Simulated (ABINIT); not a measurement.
## SnSe2: band structure with BP86

The system is SnSe2.

```
CELL_PARAMETERS angstrom
3.81100 0.00000 0.00000
-1.90550 3.30042 0.00000
0.00000 0.00000 6.13600
ATOMIC_POSITIONS crystal
Sn 0.00000 0.00000 0.00000
Se 0.66667 0.33333 0.75100
Se 0.33333 0.66667 0.24900
```

- Program: ABINIT 10.8.3 (patched build)
- Task: band structure
- Functional: BP86
- Potentials or basis: JTH PAW PBE v2.0
- Cutoff: 408 eV
- k mesh: 8 × 8 × 5
- Occupations: fermi-dirac, width 0.05 eV
- Spin: no spin polarisation
- Fine-grid cutoff: 816.342 eV
- Exchange and correlation inside the PAW spheres: full angular mesh (pawxcdev 0, this build's default; the released program takes 1)

```yaml
Largest_force: 0.830 eV/Å
Band_gap_on_the_k_mesh: 0.78 eV, indirect (least direct gap 1.04 eV)
Valence_electrons_inside_the_program's_atomic_spheres: Sn 11.94; Se 3.96
```

Forces on the atoms (eV/Å):
```
Sn   0.000  0.000  0.000
Se   0.000  0.000 -0.830
Se   0.000  0.000  0.830
```

Levels at the corners of the path, in eV from the valence-band top:
```
point  band 11  band 12  band 13  band 14  band 15  band 16
    Γ    -0.41    -0.41    -0.05     0.99     2.93     4.61
    M    -2.70    -1.23    -0.33     1.11     3.77     5.44
    K    -3.37    -1.55    -1.55     1.35     6.62     6.62
    Γ    -0.41    -0.41    -0.05     0.99     2.93     4.61
    A    -0.83    -0.26    -0.26     2.37     2.90     4.33
    L    -2.02    -0.87    -0.72     0.80     4.24     4.81
    H    -3.74    -0.40    -0.40     2.47     4.71     4.71
    A    -0.83    -0.26    -0.26     2.37     2.90     4.33
```

It took 65 s on 1 thread of Arm Neoverse V2 (shared host), peak memory 0.13 GiB.

Caveat: the PAW data sets were made with another functional, which shifts forces and pressure a little; spin-orbit coupling is left out, which moves the levels of the heavy elements; an odd mesh through Γ misses points on the zone boundary, where band edges often lie.
